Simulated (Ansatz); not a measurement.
## Si₂W: stiffness from a series of strains

```xyz
3
Lattice="-1.6060 1.6060 3.9400 1.6060 -1.6060 3.9400 1.6060 1.6060 -3.9400" Properties=species:S:1:pos:R:3 pbc="T T T"
Si    0.0000    0.0000    2.6240
Si    0.0000    0.0000    5.2560
W     0.0000    0.0000    0.0000
```

Atom numbers follow the list: Si1, Si2, W3.

The cell is COD entry 1010283, as deposited and not checked against the literature; nothing was relaxed. It differs from other determinations.

Spin–orbit coupling is left out, though it moves levels of the heavy atoms by tenths of an eV or more.

The calculation used Ansatz 0.2.0, DFT, PBE, all-electron LAPW, scalar-relativistic.

The runs use a Γ-centred 11×11×14 k mesh, Fermi–Dirac smearing of 0.05 eV, basis error target 1 meV/atom, no spin polarisation; this mesh doesn't keep the crystal's whole symmetry, which leaves small spurious terms.

The strain is applied along the Cartesian axes of the cell as listed (the other components stay zero). Fractional coordinates are held (clamped ions).

σ is the change of stress from the unstrained cell, which is at 1.66 GPa; tension is positive, so slopes are stress–strain coefficients at that pressure. In a metal the k mesh adds noise.

Only quantities that a quadratic follows smoothly over the whole series are listed; rougher ones are left out.

```
εxx = εyy  σzz (GPa)  σxx (GPa)
  -0.0300      -7.28     -19.40
  -0.0100      -2.12      -5.86
   0.0000       0.00       0.00
   0.0100       1.86       5.30
   0.0200       3.49      10.09
   0.0300       4.92      14.39
```

Q: Fit the series and read off the stiffness at zero strain.

A: Least-squares fits y = p0 + p1 x + p2 x² to the rows give σzz (GPa): p1 = 203, p2 = -1300; σxx (GPa): p1 = 562, p2 = -2800. So C13 + C23 = 203 GPa and C11 + C12 = 562 GPa, for these axes.

Q: One run, at εxx = εyy = -0.0200, is withheld. Predict its row.

A: The fits give -4.58, -12.37; the run gave -4.53, -12.31.
